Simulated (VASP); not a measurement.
Wanted: an ASE script for a VASP 6.6.1 run.

```
Task                   : single point
Functional             : RPBE
Potentials or basis    : VASP PAW PBE potentials, release 64 (Al)
Cutoff                 : 520 eV
k mesh                 : 11 × 11 × 11
Occupations            : gaussian, width 0.05 eV
Spin                   : no spin polarisation
Further INCAR settings : ALGO = Fast; EDIFF = 1.00e-06
```

The structure of Al lies in Al.xyz:

```xyz
1
Lattice="0.0000000000 2.0248050000 2.0248050000 2.0248050000 0.0000000000 2.0248050000 2.0248050000 2.0248050000 0.0000000000" Properties=species:S:1:pos:R:3 pbc="T T T"
Al     0.0000000000      0.0000000000      0.0000000000
```

These files were run (other wordings do the same):

run.py

```python
from ase.calculators.vasp import Vasp
from ase.dft.bandgap import bandgap
from ase.io import read

atoms = read('Al.xyz')
calc = Vasp(
    directory='calc',
    xc='rpbe',
    pp='PBE',
    setups='materialsproject',
    prec='Accurate',
    encut=520,
    ediff=1e-06,
    ismear=0,
    sigma=0.05,
    lreal=False,
    lasph=True,
    nelm=100,
    algo='Fast',
    isif=2,
    lwave=False,
    lcharg=False,
    kpts=[11, 11, 11],
    gamma=True,
)
atoms.calc = calc

print('energy (eV):', atoms.get_potential_energy())
print('free energy (eV):', atoms.get_potential_energy(force_consistent=True))
print('forces (eV/A):')
print(atoms.get_forces())
print('stress (eV/A^3, Voigt):', atoms.get_stress())
print('Fermi level (eV):', calc.get_fermi_level())
gap, top, bottom = bandgap(calc)
print('band gap (eV):', gap, 'from (spin, k, band)', top, 'to', bottom)
```

Potentials or basis: VASP PAW PBE potentials, release 64 (Al).

Launch:

```sh
$ python run.py
```

Results of the run:

```json
{
  "Pressure": "0.8 GPa",
  "Band gap on the k mesh": "none (metal or under the smearing width)"
}
```

Caveat: the PAW data sets were made with another functional, which shifts forces and pressure a little.

Wall time 6.4 s on 1 thread of AMD EPYC 9R45 (Zen 5), on a shared host, peak memory 0.09 GiB.
